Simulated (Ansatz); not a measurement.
The system is Lu.

```
Lu
1.0
     3.50310    0.00000    0.00000
    -1.75155    3.03377    0.00000
     0.00000    0.00000    5.55090
Lu
2
Direct
  0.66667 0.33333 0.75000
  0.33333 0.66667 0.25000
```

Base run:

- Program: Ansatz 0.2.0
- Functional: PBEsol
- Potentials or basis: all-electron LAPW, scalar-relativistic
- Cutoff: 173 eV (chosen from the basis error)
- Basis error allowed: 0.001 eV/atom
- k mesh: 9 × 9 × 5
- Occupations: fermi-dirac, width 0.05 eV
- Spin: no spin polarisation

Its results: pressure -3.0 GPa.

Question: The run is repeated on the same cell with these changes: functional from PBEsol to PBE. What comes out?

Answer: Pressure -0.5 GPa.

PBE binds less tightly than PBEsol, so the same cell stands under more pressure.
